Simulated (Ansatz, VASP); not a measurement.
# Two plane-wave programs on Sb

File INCAR:

```
PREC     = Accurate       # precision mode
ENCUT    = 520            # plane-wave cutoff, eV
EDIFF    = 1E-6           # SCF threshold, eV
ISMEAR   = -1             # smearing method
SIGMA    = 0.1            # smearing width, eV
LREAL    = False          # projectors in reciprocal space
LASPH    = True           # aspherical terms in the spheres
NELM     = 80             # most SCF steps
ALGO     = Normal         # electronic algorithm
ISIF     = 2              # what is computed and relaxed
LWAVE    = False          # write WAVECAR
LCHARG   = True           # write CHGCAR
GGA      = RE             # functional
LELF     = True           # ELF
LVHAR    = True         
NBANDS   = 12             # bands
```

The input KPOINTS:

```
Automatic mesh
0
Gamma
  12 12 7
```

POSCAR

```
Sb
1.0
    3.4304959249      0.0000000000      0.0000000000
   -1.7152479625      2.9708966186      0.0000000000
    0.0000000000      0.0000000000      5.6829833129
Sb
2
Direct
    0.3333333333      0.6666666667      0.2500000000
    0.6666666667      0.3333333333      0.7500000000
```

Input for Ansatz:

```yaml
crystal:
  lattice:
    - [3.4304959249, 0.0, 0.0]
    - [-1.7152479625, 2.9708966186, 0.0]
    - [0.0, 0.0, 5.6829833129]
  atoms:
    - { symbol: Sb, position: [0.3333333333, 0.6666666667, 0.25] }
    - { symbol: Sb, position: [0.6666666667, 0.3333333333, 0.75] }
hamiltonian:
  xc: revpbe
  pseudopotentials:
    kind: paw
    azcp:
      Sb: "pseudopotentials/Sb.paw.azcp"
basis:
  ecutwfc: 420
  fft_grid_basis: typed
kpoints:
  mp_grid: { grid: [12, 12, 7], shift: [0, 0, 0] }
magnetization:
  spin_polarized: false
scf:
  occupations: { method: fermi_dirac, width: 0.1 }
  lower_state_search: "off"
output:
  stress: true
```

Alike in both runs: task single point; functional revPBE; k mesh 12 × 12 × 7; occupations fermi-dirac, width 0.1 eV; no spin polarisation.

```csv
,VASP,Ansatz
version,VASP 6.6.1,Ansatz 0.2.0
potentials or method,"VASP PAW PBE potentials, release 64 (Sb)","plane waves (420 eV) with PAW, scalar-relativistic"
plane-wave cutoff (eV),520,420
valence electrons in the cell,10,30
```

```tsv
	VASP	Ansatz	Ansatz less VASP
pressure (GPa)	-2.0	-1.8	+0.17
largest component of the traceless stress (GPa)	0.20	0.20	-0.003
```

The two sets of potentials don't hold the same shells in valence.

Caveats: the PAW data sets were made with another functional, which shifts forces and pressure a little (VASP). The runs have no spin-orbit coupling, so splittings on Sb are missing.
